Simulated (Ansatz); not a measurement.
Zr:

```xyz
2
Lattice="3.2320 0.0000 0.0000 -1.6160 2.7990 0.0000 0.0000 0.0000 5.1470" Properties=species:S:1:pos:R:3 pbc="T T T"
Zr    1.6160    0.9330    3.8603
Zr    0.0000    1.8660    1.2868
```

Base run:

- Program: Ansatz 0.2.0
- Functional: PBEsol
- Potentials or basis: all-electron LAPW, scalar-relativistic
- Cutoff: 174 eV (chosen from the basis error)
- Basis error allowed: 0.001 eV/atom
- k mesh: 9 × 9 × 5
- Occupations: fermi-dirac, width 0.05 eV
- Spin: no spin polarisation
- Hubbard terms: Zr d U = 8 eV

Its results: band gap on the k mesh none (metal or under the smearing width); pressure 22.9 GPa.

The run is repeated on the same cell with these changes: hubbard terms from Zr d U = 8 eV to Zr d U = 4 eV. What comes out?

Band gap on the k mesh none (metal or under the smearing width); pressure 1.5 GPa.

Caveats: U is the effective U less J, on atomic orbitals that reach past the spheres; U without spin polarisation on a metal has little footing; the U is typed as a test and isn't derived for this compound.
